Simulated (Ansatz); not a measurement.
Crystal: KCl.

```
CELL_PARAMETERS angstrom
3.83920 0.00000 0.00000
0.00000 3.83920 0.00000
0.00000 0.00000 3.83920
ATOMIC_POSITIONS crystal
K 0.00000 0.00000 0.00000
Cl 0.50000 0.50000 0.50000
```

Measurements of this composition are mostly on another form, of space group No. 225.

Base run:

- Program: Ansatz 0.2.0
- Functional: PBE0
- Potentials or basis: Ansatz PAW
- Cutoff: 420 eV (not typed: the program's choice for these potentials)
- k mesh: 6 × 6 × 6
- Occupations: fermi-dirac, width 0.05 eV
- Spin: no spin polarisation

Its results: band gap on the k mesh 6.84 eV, indirect (least direct gap 7.06 eV); pressure -0.5 GPa.

Question: The run is repeated on the same cell with these changes: functional from PBE0 to HSE06. What comes out?

Answer: Band gap on the k mesh 6.12 eV, indirect (least direct gap 6.33 eV); pressure -0.5 GPa.

Caveats: the PAW data sets come from PBE, with cores solved anew for the run's functional, which leaves a small shift of forces and pressure; the thresholds are loose for stress.
